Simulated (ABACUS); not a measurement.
# Mo (Im-3m) in ABACUS: a series of runs

Runs on Mo. Level: SOGGA. Tasks: equation of state.

Program: ABACUS 3.10.1. These are calculated values, not measurements. Logs are shortened: lines on timing, memory, paths and dates and some standing lists are left out, and cuts for length are marked.

## Step 1: The structure

The structure is cubic, space group Im-3m (No. 229). Conventional cell: a = 3.168 Å, b = 3.168 Å, c = 3.168 Å, α = 90.00°, β = 90.00°, γ = 90.00°. Mo (site symmetry m-3m) is surrounded by 8 Mo at 2.74 Å.

## Step 2: Equation of state, SOGGA, 14.94 Å³/atom (volume scaled by 0.94)

Contents of run_abacus.py:

```python
"""ABACUS run from a structure file: ASE reads it, the script writes STRU, KPT and INPUT."""
import re
import subprocess
from ase.io import read
from ase.units import Bohr

atoms = read("POSCAR")
atoms = atoms[(-atoms.numbers).argsort(kind="stable")]  # ABACUS lists atoms element by element
pseudo = {'Mo': 'Mo.upf'}
orbital = {}
magmoms = None
kmesh = [10, 10, 10]
params = {
    'suffix': 'Mo',
    'calculation': 'scf',
    'basis_type': 'pw',
    'pseudo_dir': './',
    'symmetry': 1,
    'dft_functional': 'GGA_X_SOGGA+GGA_C_PBE',
    'ecutwfc': 81,
    'pseudo_rcut': 10,
    'nspin': 1,
    'nbands': 11,
    'ks_solver': 'dav',
    'smearing_method': 'fd',
    'smearing_sigma': 0.00367493,
    'scf_thr': 1e-08,
    'scf_nmax': 100,
    'mixing_type': 'broyden',
    'mixing_beta': 0.7,
    'cal_force': 1,
    'cal_stress': 1,
    'kpar': 4,
}

symbols = atoms.get_chemical_symbols()
elements = list(dict.fromkeys(symbols))
lines = ["ATOMIC_SPECIES"] + [f"{e} {atoms.get_masses()[symbols.index(e)]:.4f} {pseudo[e]}" for e in elements]
if orbital:
    lines += ["", "NUMERICAL_ORBITAL"] + [orbital[e] for e in elements]
lines += ["", "LATTICE_CONSTANT", f"{1 / Bohr:.10f}", "", "LATTICE_VECTORS"]
lines += [" ".join(f"{x:.10f}" for x in v) for v in atoms.cell]
lines += ["", "ATOMIC_POSITIONS", "Direct"]
for e in elements:
    lines += ["", e, "0.0", str(symbols.count(e))]
    for i, p in enumerate(atoms.get_scaled_positions(wrap=False)):
        if symbols[i] == e:
            mag = "" if magmoms is None else " mag " + " ".join(str(x) for x in (magmoms[i] if isinstance(magmoms[i], list) else [magmoms[i]]))
            lines.append(" ".join(f"{x:.10f}" for x in p) + " 1 1 1" + mag)
open("STRU", "w").write("\n".join(lines) + "\n")
open("KPT", "w").write("K_POINTS\n0\nGamma\n%d %d %d 0 0 0\n" % tuple(kmesh))
open("INPUT", "w").write("INPUT_PARAMETERS\n" + "".join(f"{k:<20s}{v}\n" for k, v in params.items()))

done = subprocess.run(['mpirun', '-np', '4', 'abacus'])
if done.returncode:
    raise SystemExit(done.returncode)
log = open("OUT.Mo/running_scf.log").read()
print("final energy (eV):", re.findall(r"FINAL_ETOT_IS (\S+)", log))
```

Contents of POSCAR:

```
Mo
1.0
   -1.5514772677      1.5514772677      1.5514772677
    1.5514772677     -1.5514772677      1.5514772677
    1.5514772677      1.5514772677     -1.5514772677
Mo
1
Direct
    0.0000000000      0.0000000000      0.0000000000
```

Potentials or basis: Ansatz NC PBE, plane waves.

On the command line:

```console
> OMP_NUM_THREADS=1 python run_abacus.py > log
```

running log:

```text
[... set-up lines left out ...]
 PW ALGORITHM --------------- ION=   1  ELEC=   1--------------------------------

 Density error is 0.146786380624
                          Error Threshold = 0.01
----------------------------------------------------------
     Energy           Rydberg                 eV
----------------------------------------------------------
 E_KohnSham     -140.2197935108      -1907.7881641300
 E_Harris       -142.7433945979      -1942.1235183932
 E_Fermi        1.7211377129         23.4172799388
----------------------------------------------------------

 PW ALGORITHM --------------- ION=   1  ELEC=   2--------------------------------

 Density error is 0.00536720798766
                          Error Threshold = 0.00104847414731
----------------------------------------------------------
     Energy           Rydberg                 eV
----------------------------------------------------------
 E_KohnSham     -140.2526294157      -1908.2349195363
 E_Harris       -139.8421904450      -1902.6506108529
 E_Fermi        1.6475327746         22.4158333762
----------------------------------------------------------

 PW ALGORITHM --------------- ION=   1  ELEC=   3--------------------------------

 Density error is 0.000201078211744
                          Error Threshold = 3.83371999119e-05
----------------------------------------------------------
     Energy           Rydberg                 eV
----------------------------------------------------------
 E_KohnSham     -140.2537641074      -1908.2503578087
 E_Harris       -140.2905924917      -1908.7514336826
 E_Fermi        1.6602355308         22.5886632406
----------------------------------------------------------

 PW ALGORITHM --------------- ION=   1  ELEC=   4--------------------------------

 Density error is 3.03142249369e-07
                          Error Threshold = 1.43627294103e-06
----------------------------------------------------------
     Energy           Rydberg                 eV
----------------------------------------------------------
 E_KohnSham     -140.2537774144      -1908.2505388591
 E_Harris       -140.2541929711      -1908.2561927987
 E_Fermi        1.6589909069         22.5717292635
----------------------------------------------------------

 PW ALGORITHM --------------- ION=   1  ELEC=   5--------------------------------

 Density error is 3.48702487594e-08
                          Error Threshold = 2.16530178121e-09
----------------------------------------------------------
     Energy           Rydberg                 eV
----------------------------------------------------------
 E_KohnSham     -140.2537780791      -1908.2505479039
 E_Harris       -140.2530389998      -1908.2404922138
 E_Fermi        1.6589921524         22.5717462105
----------------------------------------------------------

 PW ALGORITHM --------------- ION=   1  ELEC=   6--------------------------------

 Density error is 1.00370561132e-09
                          Error Threshold = 2.49073205424e-10
----------------------------------------------------------
     Energy           Rydberg                 eV
----------------------------------------------------------
 E_KohnSham     -140.2537780832      -1908.2505479589
 E_KS(sigma->0) -140.2534927814      -1908.2466662292
 E_Harris       -140.2539388711      -1908.2527355901
 E_band         -2.6262083403        -35.7313975636
 E_one_elec     -15.1204099787       -205.7237318058
 E_Hartree      16.9068156483        230.0290278526
 E_xc           -20.3953289164       -277.4926858465
 E_Ewald        -121.6442842329      -1655.0553946997
 E_entropy(-TS) -0.0005706035        -0.0077634595
 E_descf        0.0000000000         0.0000000000
 E_exx          0.0000000000         0.0000000000
 E_Fermi        1.6590197414         22.5721215771
----------------------------------------------------------

 charge density convergence is achieved
 final etot is -1908.250548 eV
 EFERMI = 22.572121577 eV

 STATE ENERGY(eV) AND OCCUPATIONS    NSPIN == 1
 1/12 kpoint (Cartesian) = 0.0000 0.0000 0.0000 (1253 pws)
       1       -38.6725     0.00200000
       2       -11.8381     0.00200000
       3       -11.8381     0.00200000
       4       -11.8381     0.00200000
       5        14.9635     0.00200000
       6        21.0189     0.00200000
       7        21.0189     0.00200000
       8        21.0189     0.00200000
       9        24.2048    1.31745e-17
      10        24.2048    1.31745e-17
      11        37.0801        0.00000

 2/12 kpoint (Cartesian) = 0.032227 -0.032227 0.0000 (1242 pws)
       1       -38.6425      0.0240000
       2       -12.0065      0.0240000
       3       -11.8894      0.0240000
       4       -11.8396      0.0240000
       5        15.4196      0.0240000
       6        20.7558      0.0240000
       7        20.9592      0.0240000
       8        21.4607      0.0240000
       9        23.8516    1.84985e-13
      10        24.2128    1.34704e-16
      11        37.4121        0.00000

 3/12 kpoint (Cartesian) = 0.064455 -0.064455 0.0000 (1254 pws)
       1       -38.5631      0.0240000
       2       -12.4343      0.0240000
       3       -12.0218      0.0240000
       4       -11.8436      0.0240000
       5        16.5094      0.0240000
       6        20.1349      0.0240000
       7        20.7382      0.0240000
       8        22.7260     0.00105706
       9        23.5558    6.85354e-11
      10        24.2887    2.94974e-17
      11        37.6692        0.00000

 4/12 kpoint (Cartesian) = 0.096682 -0.096682 0.0000 (1244 pws)
       1       -38.4635      0.0240000
       2       -12.9400      0.0240000
       3       -12.1816      0.0240000
       4       -11.8487      0.0240000
       5        17.1782      0.0240000
       6        19.4696      0.0240000
       7        21.2381      0.0240000
       8        23.8616    1.51390e-13
       9        24.5028    4.07605e-19
      10        24.6098    4.79775e-20
      11        36.4845        0.00000

 5/12 kpoint (Cartesian) = 0.12891 -0.12891 0.0000 (1246 pws)
       1       -38.3817      0.0240000
       2       -13.3329      0.0240000
       3       -12.3077      0.0240000
       4       -11.8530      0.0240000
       5        16.9669      0.0240000
       6        18.9920      0.0240000
       7        22.9311    1.82797e-05
       8        24.3132    1.80880e-17
       9        24.7985    1.10081e-21
      10        26.6203    1.65231e-37
      11        34.9454        0.00000

 6/12 kpoint (Cartesian) = 0.16114 0.16114 0.32227 (1248 pws)
       1       -38.3501      0.0120000
       2       -13.4796      0.0120000
       3       -12.3553      0.0120000
       4       -11.8547      0.0120000
       5        16.7918      0.0120000
       6        18.8211      0.0120000
       7        24.1610    1.89836e-16
       8        24.2786    1.80532e-17
       9        24.9503    2.64416e-23
      10        27.6211    1.67629e-46
      11        34.3071        0.00000

[... levels at 6 further k points ...]

------------------------------------------------------------------------------------------
 TOTAL-FORCE (eV/Angstrom)
------------------------------------------------------------------------------------------
                       Mo1         0.0000000000         0.0000000000         0.0000000000
------------------------------------------------------------------------------------------

----------------------------------------------------------------
 TOTAL-STRESS (KBAR)
----------------------------------------------------------------
        53.1184971749         0.0000000000         0.0000000000
         0.0000000000        53.1184971749        -0.0000000000
        -0.0000000000        -0.0000000000        53.1184971749
----------------------------------------------------------------
 TOTAL-PRESSURE: 53.118497 KBAR

 --------------------------------------------
 !FINAL_ETOT_IS -1908.2505479589331117 eV
 --------------------------------------------
```

Wall time 2 s (4 MPI ranks of AMD EPYC 9R45 (Zen 5), shared host); peak memory 0.36 GiB.

What came out:

```yaml
Free_energy: -1908.2505 eV
Pressure: 5.3 GPa
Band_gap_on_the_k_mesh: none (metal or under the smearing width)
```

Caveat: the potentials were made for another functional, which shifts forces and pressure.

## Step 3: Equation of state, SOGGA, 15.57 Å³/atom (volume scaled by 0.98)

run_abacus.py is that of step 2.

Contents of POSCAR:

```
Mo
1.0
   -1.5731790612      1.5731790612      1.5731790612
    1.5731790612     -1.5731790612      1.5731790612
    1.5731790612      1.5731790612     -1.5731790612
Mo
1
Direct
    0.0000000000      0.0000000000      0.0000000000
```

Potentials or basis: Ansatz NC PBE, plane waves.

On the command line:

```console
> OMP_NUM_THREADS=1 python run_abacus.py > log
```

Run time: 2 s. Hardware: 4 MPI ranks of AMD EPYC 9R45 (Zen 5), shared host; peak memory 0.36 GiB.

Results (log left out):

```yaml
Free_energy: -1908.2480 eV
Pressure: -6.3 GPa
Band_gap_on_the_k_mesh: none (metal or under the smearing width)
```

Caveat: the potentials were made for another functional, which shifts forces and pressure.

## Step 4: Equation of state, SOGGA, 16.21 Å³/atom (volume scaled by 1.02)

run_abacus.py is that of step 3.

Contents of POSCAR:

```
Mo
1.0
   -1.5942980787      1.5942980787      1.5942980787
    1.5942980787     -1.5942980787      1.5942980787
    1.5942980787      1.5942980787     -1.5942980787
Mo
1
Direct
    0.0000000000      0.0000000000      0.0000000000
```

On the command line:

```console
> OMP_NUM_THREADS=1 python run_abacus.py > log
```

Wall time 2.1 s (4 MPI ranks of AMD EPYC 9R45 (Zen 5), shared host); peak memory 0.36 GiB.

The run converged. Its results:

```
Free energy            : -1908.2043 eV
Pressure               : -15.5 GPa
Band gap on the k mesh : none (metal or under the smearing width)
```

Caveat: the potentials were made for another functional, which shifts forces and pressure.

## Step 5: Equation of state, SOGGA, 16.85 Å³/atom (volume scaled by 1.06)

run_abacus.py is that of step 4.

Contents of POSCAR:

```
Mo
1.0
   -1.6148719360      1.6148719360      1.6148719360
    1.6148719360     -1.6148719360      1.6148719360
    1.6148719360      1.6148719360     -1.6148719360
Mo
1
Direct
    0.0000000000      0.0000000000      0.0000000000
```

On the command line:

```console
> OMP_NUM_THREADS=1 python run_abacus.py > log
```

It took 2 s on 4 MPI ranks of AMD EPYC 9R45 (Zen 5), shared host; peak memory 0.36 GiB.

It converged, with:

| Property | Result |
| --- | --- |
| Free energy | -1908.1275 eV |
| Pressure | -23.0 GPa |
| Band gap on the k mesh | none (metal or under the smearing width) |

Caveat: the potentials were made for another functional, which shifts forces and pressure.

## Step 6: Equation of state, SOGGA

Potentials or basis: Ansatz NC PBE, plane waves.

This step only gathers the single runs of the series.

Results:

```yaml
Equilibrium_volume: 15.21 Å³/atom
Bulk_modulus: 280 GPa
Pressure_derivative_of_the_bulk_modulus: "4.2 (rough: it moves with the points fitted)"
```

Energy against volume, from the lowest point:
```csv
volume (Å³/atom),energy (meV/atom)
14.938,0.00
15.574,2.57
16.209,46.28
16.845,123.08
```

Caveat: the potentials were made for another functional, which shifts forces and pressure.
